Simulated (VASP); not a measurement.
# RPA total energies of AlAs, part 2 of 5

Aim: total energies of AlAs from exact exchange and RPA correlation, beside cheaper functionals. The scan starts from a database cell, scaled to the smallest volume of the series. The cell is of the zinc-blende type, one of the forms listed for this formula. The start is a cell from a database of measured crystal structures.

VASP 6.6.1, plane waves and PAW; the level of theory is named at each step.

So far. Step 3 (Exact exchange, volume ratio 0.92): The Hartree-Fock energy on these orbitals is -7.9864 eV an atom. Step 4 (Empty bands, volume ratio 0.92): WAVECAR now holds 528 bands for 8 electrons. Its independent-particle dielectric tensor has xx, yy, zz = 12.8, 12.8, 12.8 on this mesh, which isn't tested for convergence in mesh or bands and lacks local fields.

**5. RPA correlation, volume ratio 0.92**

This step: RPA correlation on LDA orbitals; plane waves and PAW (As_GW, Al_GW) (VASP 6.6.1).

The RPA correlation energy follows from the response function on imaginary frequencies; VASP computes it for a row of response cutoffs and extrapolates.

The input, INCAR:

```
SYSTEM = AlAs
PREC = Accurate
ENCUT = 300
ISMEAR = 0
SIGMA = 0.05
LREAL = .FALSE.
GGA = CA
NBANDS = 528
ALGO = ACFDT
ENCUTGW = 160
NOMEGA = 12
PRECFOCK = Fast
LWAVE = .FALSE.
LCHARG = .FALSE.
```

The input, POSCAR:

```
AlAs
1.0
    0.0000000000      2.7528154137      2.7528154137
    2.7528154137      0.0000000000      2.7528154137
    2.7528154137      2.7528154137      0.0000000000
As Al
1 1
Direct
    0.7500000000      0.7500000000      0.7500000000
    0.0000000000      0.0000000000      0.0000000000
```

The input, KPOINTS:

```
Automatic mesh
0
Gamma
5 5 5
0 0 0
```

PAW data sets: As_GW and Al_GW (LDA family, release 64).

Run with:

```sh
$ mpirun -np 4 vasp_std
```

The program printed:

```text
[banner, memory and clock lines left out]
running    4 mpi-ranks, on    1 nodes
 distrk:  each k-point on    4 cores,    1 groups
 distr:  one band on    1 cores,    4 groups

 POSCAR found type information on POSCAR AsAl
 POSCAR found :  2 types and       2 ions
 LDA part: xc-table for (Slater(with rela. corr.)+CA(PZ))
 , standard interpolation
 found WAVECAR, reading the header
 POSCAR, INCAR and KPOINTS ok, starting setup
 FFT: planning ... GRIDC
 FFT: planning ... GRID_SOFT
 FFT: planning ... GRID
 reading WAVECAR
 the WAVECAR file was read successfully
 initial charge from wavefunction
 available memory per node:    174.43 GB, setting MAXMEM to    178620

 The Fermi energy was updated, please check that it is located mid-gap
 values below the HOMO (VB) or above the LUMO (CB) will cause erroneous energies
 E-fermi :   4.8230

 the WAVEDER file was read successfully
 set NWRITE>2 for more details about minimax calculation
 number of imaginary grid points requested:      12
 number of distinct grids requested:  1
 quadrature errors minimized for energies in [ 0.143E+01, 0.303E+03 ]
 bosonic grid (T=0, re) determined with error: 0.3666E-07
 bosonic grid (re): 0.3666E-07
       0.3301       1.0696       2.0725       3.6088       6.1245
      10.4013      17.8623      31.1822      55.5954     102.1693
     199.4875     476.0095
energies w=
    0.000    0.330    0.000    1.070    0.000    2.072    0.000    3.609
    0.000    6.125    0.000   10.401    0.000   17.862    0.000   31.182
    0.000   55.595    0.000  102.169    0.000  199.487    0.000  476.010
 responsefunction array rank=     200
 LDA part: xc-table for (Slater(with rela. corr.)+CA(PZ))
 , standard interpolation

 min. memory requirement per mpi rank    206.4 MB, per node    825.7 MB

 allocating   3 responsefunctions rank=   200
 shmem allocating  12 responsefunctions rank=   200
 response function shared by NCSHMEM nodes    1
 Doing            3  frequencies on each core in blocks of           12
NQ=   1    0.0000    0.0000    0.0000,
|.........|.........|.........|.........
 performed       3072000 updates of chi_q(r,r)
 total number of BLAS operations        805.29 Gflops
NQ=   2    0.2000    0.0000    0.0000,
|.........|.........|.........|.........
 performed       6144000 updates of chi_q(r,r)
 total number of BLAS operations       1664.84 Gflops
NQ=   3    0.4000    0.0000    0.0000,
|.........|.........|.........|.........
 performed       9216000 updates of chi_q(r,r)
 total number of BLAS operations       2542.89 Gflops
NQ=   4    0.2000    0.2000    0.0000,
|.........|.........|.........|.........
 performed      12288000 updates of chi_q(r,r)
 total number of BLAS operations       3393.28 Gflops
NQ=   5    0.4000    0.2000    0.0000,
|.........|.........|.........|.........
 performed      15360000 updates of chi_q(r,r)
 total number of BLAS operations       4271.32 Gflops
NQ=   6   -0.4000    0.2000    0.0000,
|.........|.........|.........|.........
 performed      18432000 updates of chi_q(r,r)
 total number of BLAS operations       5158.68 Gflops
NQ=   7   -0.2000    0.2000    0.0000,
|.........|.........|.........|.........
 performed      21504000 updates of chi_q(r,r)
 total number of BLAS operations       6122.34 Gflops
NQ=   8    0.4000    0.4000    0.0000,
|.........|.........|.........|.........
 performed      24576000 updates of chi_q(r,r)
 total number of BLAS operations       7047.46 Gflops
NQ=   9   -0.4000    0.4000    0.0000,
|.........|.........|.........|.........
 performed      27648000 updates of chi_q(r,r)
 total number of BLAS operations       7972.57 Gflops
NQ=  10   -0.4000    0.4000    0.2000,
|.........|.........|.........|.........
 performed      30720000 updates of chi_q(r,r)
 total number of BLAS operations       8916.86 Gflops
 entering main loop
```

The job ended after 2 min (4 MPI ranks of AMD EPYC 7R43, shared host; peak memory 1.1 GiB).

From OUTCAR (step 5):

```text
   k-points           NKPTS =     10   k-points in BZ     NKDIM =    125   number of bands    NBANDS=    528

   NELECT =       8.0000    total number of electrons

 E-fermi :   4.8230

 Hartree contr. to MP2           -1.777846      0.000000

 Hartree contr. to MP2           -0.752412      0.000000

 Hartree contr. to MP2           -1.450029      0.000000

 Hartree contr. to MP2           -2.966876      0.000000

      cutoff energy     smooth cutoff   RPA   correlation   Hartree contr. to MP2

      cutoff energy     smooth cutoff   RPA   correlation   Hartree contr. to MP2
---------------------------------------------------------------------------------
            160.000           128.000      -10.6922385201      -17.2592645375
            152.381           121.905      -10.6463665270      -17.2107266578
            145.125           116.100      -10.5978874657      -17.1591682629
            138.214           110.571      -10.5457556694      -17.1033895340
            131.632           105.306      -10.4904399607      -17.0438270435
            125.364           100.291      -10.4314192408      -16.9798196146
            119.394            95.516      -10.3682244486      -16.9108095219
            113.709            90.967      -10.3015712905      -16.8374980069
  linear regression

  converged value                          -11.2744137911      -17.8890382330

[... 7 parts as in an earlier step ...]

[... 2 further parts left out ...]
```

Numbers from this step:

```
RPA correlation energy : -11.27 eV
```

Extrapolated by the program to an infinite response cutoff, the correlation energy is -5.6372 eV an atom. With exact exchange the total is -13.6236 eV an atom.

**6. Orbitals for comparison: HSE06, volume ratio 0.92**

This step: LDA; plane waves and PAW (As_GW, Al_GW) (VASP 6.6.1).

A hybrid converges faster from good orbitals, so a cheap LDA run writes WAVECAR first.

The input, INCAR:

```
SYSTEM = AlAs
PREC = Accurate
ENCUT = 300
EDIFF = 1E-05
NELM = 100
ISMEAR = 0
SIGMA = 0.05
LREAL = .FALSE.
ALGO = Normal
GGA = CA
NBANDS = 10
LORBIT = 11
LWAVE = .TRUE.
LCHARG = .FALSE.
KPAR = 4
```

POSCAR is that of step 5.

KPOINTS is that of step 5.

Run with:

```sh
$ mpirun -np 4 vasp_std
```

The program printed:

```text
[... set-up lines as in an earlier step ...]
 entering main loop
       N       E                     dE             d eps       ncg     rms          rms(c)
[... 9 cycles as in an earlier step ...]
DAV:  10    -0.104307011843E+02    0.83081E-05   -0.64917E-05   226   0.392E-02
   1 F= -.10430701E+02 E0= -.10430701E+02  d E =-.506670E-12
 writing wavefunctions
```

It took 1.6 s on 4 MPI ranks; peak memory 0.35 GiB.

Parts of OUTCAR (step 6):

```text
   NELECT =       8.0000    total number of electrons

 E-fermi :   4.3387

 k-point     1 :       0.0000    0.0000    0.0000
  band No.  band energies     occupation
      1      -8.2782      2.00000
      2       4.1095      2.00000
      3       4.1095      2.00000
      4       4.1095      2.00000
      5       6.6505      0.00000
      6       8.4861      0.00000
      7       8.4861      0.00000
      8       8.4861      0.00000
      9      13.3017      0.00000
    ...

  Total        1.6279671      1.6279671      1.6279671      0.0000000      0.0000000     -0.0000000
  in kB       62.5165416     62.5165416     62.5165416      0.0000000      0.0000000     -0.0000000
  external PRESSURE =      62.5165416 kB  Pullay stress =       0.0000000 kB

  FREE ENERGIE OF THE ION-ELECTRON SYSTEM (eV)
  ---------------------------------------------------
  free  energy   TOTEN  =       -10.4307011843 eV

  energy  without entropy=      -10.4307011843  energy(sigma->0) =      -10.43070118

[... 9 parts as in an earlier step ...]

[... 9 further parts left out ...]
```

This step gave:

```yaml
free_energy_toten: -10.43 eV
pressure: 6.252 GPa
```

The run ends at a pressure of 6.25 GPa.

**7. Comparison: HSE06, volume ratio 0.92**

This step: HSE06; plane waves and PAW (As_GW, Al_GW) (VASP 6.6.1).

For comparison the same cell is computed with HSE06.

The input, INCAR:

```
SYSTEM = AlAs
PREC = Accurate
ENCUT = 300
EDIFF = 1E-06
NELM = 100
ISMEAR = 0
SIGMA = 0.05
LREAL = .FALSE.
ALGO = Normal
LHFCALC = .TRUE.
AEXX = 0.25
GGA = PE
HFSCREEN = 0.2
LASPH = .TRUE.
NBANDS = 10
PRECFOCK = Fast
LWAVE = .FALSE.
LCHARG = .FALSE.
KPAR = 4
```

POSCAR is that of step 6.

KPOINTS is that of step 6.

The run starts from files that an earlier step left in the folder.

Run with:

```sh
$ mpirun -np 4 vasp_std
```

The program printed:

```text
[banner, memory and clock lines left out]
running    4 mpi-ranks, on    1 nodes
 distrk:  each k-point on    1 cores,    4 groups
 distr:  one band on    1 cores,    1 groups

 POSCAR found type information on POSCAR AsAl
 POSCAR found :  2 types and       2 ions
|                                                                             |
|               ----> ADVICE to this user running VASP <----                  |
|                                                                             |
|     You enforced a specific xc type in the INCAR file but a different       |
|     [... a line on the potential file left out ...]
|     I HOPE YOU KNOW WHAT YOU ARE DOING!                                     |
|                                                                             |

 LDA part: xc-table for (Slater+PW92), standard interpolation
 found WAVECAR, reading the header
 POSCAR, INCAR and KPOINTS ok, starting setup
 FFT: planning ... GRIDC
 FFT: planning ... GRID_SOFT
 FFT: planning ... GRID
 reading WAVECAR
 the WAVECAR file was read successfully
 initial charge from wavefunction
 entering main loop
       N       E                     dE             d eps       ncg     rms          rms(c)
DAV:   1    -0.108175068188E+02   -0.10818E+02   -0.50159E-01   204   0.409E+00    0.298E-01
DAV:   2    -0.108214318702E+02   -0.39251E-02   -0.12219E-02   280   0.633E-01    0.219E-01
DAV:   3    -0.108206461672E+02    0.78570E-03   -0.43162E-04   238   0.122E-01    0.135E-01
DAV:   4    -0.108203572290E+02    0.28894E-03   -0.13134E-04   254   0.608E-02    0.816E-02
DAV:   5    -0.108202616028E+02    0.95626E-04   -0.40571E-05   244   0.358E-02    0.493E-02
DAV:   6    -0.108202298763E+02    0.31726E-04   -0.12242E-05   254   0.209E-02    0.298E-02
DAV:   7    -0.108202195974E+02    0.10279E-04   -0.41425E-06   260   0.126E-02    0.180E-02
DAV:   8    -0.108202162573E+02    0.33401E-05   -0.14939E-06   222   0.772E-03    0.109E-02
DAV:   9    -0.108202154096E+02    0.84768E-06   -0.53560E-07   128   0.485E-03
   1 F= -.10820215E+02 E0= -.10820215E+02  d E =-.576346E-18
```

The job ended after 28 s (4 MPI ranks; peak memory 0.76 GiB; 1.8 min of CPU time).

From OUTCAR (step 7):

```text
   k-points           NKPTS =     10   k-points in BZ     NKDIM =    125   number of bands    NBANDS=     10

   NELECT =       8.0000    total number of electrons

  exchange ACFDT corr.  =         0.00000000  see jH, gK, PRB 81, 115126

 E-fermi :   4.1461

 k-point     1 :       0.0000    0.0000    0.0000
  band No.  band energies     occupation
      1      -9.7389      2.00000
      2       3.8516      2.00000
      3       3.8516      2.00000
      4       3.8516      2.00000
      5       7.4896      0.00000
      6       9.1704      0.00000
      7       9.1704      0.00000
      8       9.1704      0.00000
      9      14.1312      0.00000
    ...

 POSITION                                       TOTAL-FORCE (eV/Angst)
 -----------------------------------------------------------------------------------
      4.12922      4.12922      4.12922        -0.000000      0.000000     -0.000000
      0.00000      0.00000      0.00000         0.000000     -0.000000      0.000000
 -----------------------------------------------------------------------------------
    total drift:                                0.000002      0.000002      0.000002

  FREE ENERGIE OF THE ION-ELECTRON SYSTEM (eV)
  ---------------------------------------------------
  free  energy   TOTEN  =       -10.8202154096 eV

  energy  without entropy=      -10.8202154096  energy(sigma->0) =      -10.82021541

[... 7 parts as in an earlier step ...]

[... 8 further parts left out ...]
```

The k-mesh is coarse for exact exchange; levels may shift by about 0.1 eV on a finer one. The PAW data sets were made with LDA, a small mismatch for this functional.

This step gave:

```
free energy (TOTEN)            : -10.82 eV
Fermi energy                   : 4.146 eV
gap on the k-mesh              : 2.209 eV
least direct gap on the k-mesh : 3.638 eV
```

Its energy is -5.4101 eV an atom, on a zero of its own.

**8. Orbitals, volume ratio 0.96**

This step: LDA; plane waves and PAW (As_GW, Al_GW) (VASP 6.6.1).

The same chain follows at a volume ratio of 0.96.

The input, INCAR:

```
SYSTEM = AlAs
PREC = Accurate
ENCUT = 300
EDIFF = 1E-08
NELM = 100
ISMEAR = 0
SIGMA = 0.05
LREAL = .FALSE.
ALGO = Normal
GGA = CA
NBANDS = 10
LORBIT = 11
LWAVE = .TRUE.
LCHARG = .FALSE.
KPAR = 4
```

The input, POSCAR:

```
AlAs
1.0
    0.0000000000      2.7921466621      2.7921466621
    2.7921466621      0.0000000000      2.7921466621
    2.7921466621      2.7921466621      0.0000000000
As Al
1 1
Direct
    0.7500000000      0.7500000000      0.7500000000
    0.0000000000      0.0000000000      0.0000000000
```

KPOINTS is that of step 7.

Run with:

```sh
$ mpirun -np 4 vasp_std
```

The program printed:

```text
[... set-up lines as in an earlier step ...]
 entering main loop
       N       E                     dE             d eps       ncg     rms          rms(c)
DAV:   1     0.745691497490E+01    0.74569E+01   -0.29525E+03   200   0.485E+02
DAV:   2    -0.101832088606E+02   -0.17640E+02   -0.17056E+02   280   0.780E+01
DAV:   3    -0.108127564352E+02   -0.62955E+00   -0.62892E+00   246   0.153E+01
DAV:   4    -0.108200430745E+02   -0.72866E-02   -0.72861E-02   256   0.172E+00
[...]
DAV:  12    -0.104785935029E+02    0.76570E-06   -0.22598E-06   218   0.672E-03    0.597E-04
DAV:  13    -0.104785934932E+02    0.96782E-08   -0.18967E-07   248   0.218E-03    0.106E-04
DAV:  14    -0.104785934937E+02   -0.47203E-09   -0.52040E-09   126   0.459E-04
   1 F= -.10478593E+02 E0= -.10478593E+02  d E =-.101063E-15
 writing wavefunctions
```

Wall time 1.8 s (4 MPI ranks); peak memory 0.36 GiB; 4.8 s of CPU time.

Parts of OUTCAR (step 8):

```text
  Total        0.6174448      0.6174448      0.6174448     -0.0000000      0.0000000      0.0000000
  in kB       22.7229135     22.7229135     22.7229135     -0.0000000      0.0000000      0.0000000
  external PRESSURE =      22.7229135 kB  Pullay stress =       0.0000000 kB

 POSITION                                       TOTAL-FORCE (eV/Angst)
 -----------------------------------------------------------------------------------
      4.18822      4.18822      4.18822        -0.000000      0.000000      0.000000
      0.00000      0.00000      0.00000         0.000000     -0.000000     -0.000000
 -----------------------------------------------------------------------------------
    total drift:                               -0.000000     -0.000000      0.000000

  FREE ENERGIE OF THE ION-ELECTRON SYSTEM (eV)
  ---------------------------------------------------
  free  energy   TOTEN  =       -10.4785934937 eV

  energy  without entropy=      -10.4785934937  energy(sigma->0) =      -10.47859349

[... 1 part as in an earlier step ...]

[... 2 further parts left out ...]
[key lines of the parts left out:]
E-fermi :   4.0110
```

The run ends at a pressure of 2.27 GPa.

**9. Exact exchange, volume ratio 0.96**

This step: Hartree-Fock energy on LDA orbitals; plane waves and PAW (As_GW, Al_GW) (VASP 6.6.1).

Exact exchange at this point.

The input, INCAR:

```
SYSTEM = AlAs
PREC = Accurate
ENCUT = 300
ISMEAR = 0
SIGMA = 0.05
LREAL = .FALSE.
GGA = CA
NBANDS = 10
ALGO = Eigenval
NELM = 1
LHFCALC = .TRUE.
AEXX = 1
ALDAC = 0
AGGAC = 0
PRECFOCK = Normal
LWAVE = .FALSE.
LCHARG = .FALSE.
```

POSCAR is that of step 8.

KPOINTS is that of step 8.

The run starts from files that an earlier step left in the folder.

Run with:

```sh
$ mpirun -np 4 vasp_std
```

The program printed:

```text
[banner, memory and clock lines left out]
running    4 mpi-ranks, on    1 nodes
[...]
LDA part: xc-table for (Slater(with rela. corr.)+CA(PZ))
 , standard interpolation
 [... a notice as in an earlier step ...]

 found WAVECAR, reading the header
  number of bands has changed, file:    10 present:    12
  trying to continue reading WAVECAR, but it might fail
 POSCAR, INCAR and KPOINTS ok, starting setup
[...]
reading WAVECAR
 random initialization beyond band           10
 the WAVECAR file was read successfully
 initial charge from wavefunction
 entering main loop
       N       E                     dE             d eps       ncg     rms          rms(c)
EIG:   1    -0.160641166637E+02   -0.16064E+02    0.00000E+00     0   0.000E+00
   1 F= -.16064117E+02 E0= -.16064117E+02  d E =-.404825E-14
```

The job ended after 7.2 s (4 MPI ranks; peak memory 0.29 GiB; 26 s of CPU time).

OUTCAR, selected parts (step 9):

```text
 POSITION                                       TOTAL-FORCE (eV/Angst)
 -----------------------------------------------------------------------------------
      4.18822      4.18822      4.18822         0.000000      0.000000      0.000000
      0.00000      0.00000      0.00000        -0.000000     -0.000000     -0.000000
 -----------------------------------------------------------------------------------
    total drift:                               -0.000000     -0.000000     -0.000000

  FREE ENERGIE OF THE ION-ELECTRON SYSTEM (eV)
  ---------------------------------------------------
  free  energy   TOTEN  =       -16.0641166637 eV

  energy  without entropy=      -16.0641166637  energy(sigma->0) =      -16.06411666

[... 2 parts as in an earlier step ...]

[... 1 further part left out ...]
[key lines of the parts left out:]
E-fermi :   3.9934
```

The Hartree-Fock energy on these orbitals is -8.0321 eV an atom.

**10. Empty bands, volume ratio 0.96**

This step: LDA; plane waves and PAW (As_GW, Al_GW) (VASP 6.6.1).

The empty bands are made again, for the run that follows.

The input, INCAR:

```
SYSTEM = AlAs
PREC = Accurate
ENCUT = 300
ISMEAR = 0
SIGMA = 0.05
LREAL = .FALSE.
GGA = CA
NBANDS = 528
ALGO = Exact
NELM = 1
LWAVE = .TRUE.
LCHARG = .FALSE.
LOPTICS = .TRUE.
NEDOS = 1000
CSHIFT = 0.1
```

POSCAR is that of step 9.

KPOINTS is that of step 9.

Run with:

```sh
$ mpirun -np 4 vasp_std
```

The program printed:

```text
[... set-up lines as in an earlier step ...]
 entering main loop
       N       E                     dE             d eps       ncg     rms          rms(c)
DIA:   1    -0.104785934939E+02   -0.10479E+02    0.00000E+00     0   0.000E+00
   1 F= -.10478593E+02 E0= -.10478593E+02  d E =-.314032E-34
 writing wavefunctions
 optical routines
 imaginary and real dielectric function
 recalculating local potential from charge density
 direction            1
 direction            2
 direction            3
```

The job ended after 4 s (4 MPI ranks; peak memory 0.43 GiB; 13 s of CPU time).

Parts of OUTCAR (step 10):

```text
  Total        0.6175707      0.6175707      0.6175707      0.0000000      0.0000000      0.0000000
  in kB       22.7275500     22.7275500     22.7275500      0.0000000      0.0000000      0.0000000
  external PRESSURE =      22.7275500 kB  Pullay stress =       0.0000000 kB

 POSITION                                       TOTAL-FORCE (eV/Angst)
 -----------------------------------------------------------------------------------
      4.18822      4.18822      4.18822        -0.000000     -0.000000     -0.000000
      0.00000      0.00000      0.00000         0.000000      0.000000      0.000000
 -----------------------------------------------------------------------------------
    total drift:                               -0.000000     -0.000000      0.000000

  FREE ENERGIE OF THE ION-ELECTRON SYSTEM (eV)
  ---------------------------------------------------
  free  energy   TOTEN  =       -10.4785934939 eV

  energy  without entropy=      -10.4785934939  energy(sigma->0) =      -10.47859349

[... 2 parts as in an earlier step ...]

[... 1 further part left out ...]
[key lines of the parts left out:]
E-fermi :   4.1639
```

(Part 2 of 5 ends here.)

[Lines on the potential files, build, host, timing and source positions are cut from VASP's logs without a mark.]

[Logs are printed without paths, hosts, clocks, repeated set-up lines and the standing remarks that a program may print on its own settings, such as how far it seeks lower states.]

[Hosts, paths, dates, database ids (printed as entryN), source tags and the programs' standing remarks are cut or masked in the printed files.]

[Pressures printed for these runs are not shown converged in the cutoff: they can be off by several GPa and have the wrong sign.]
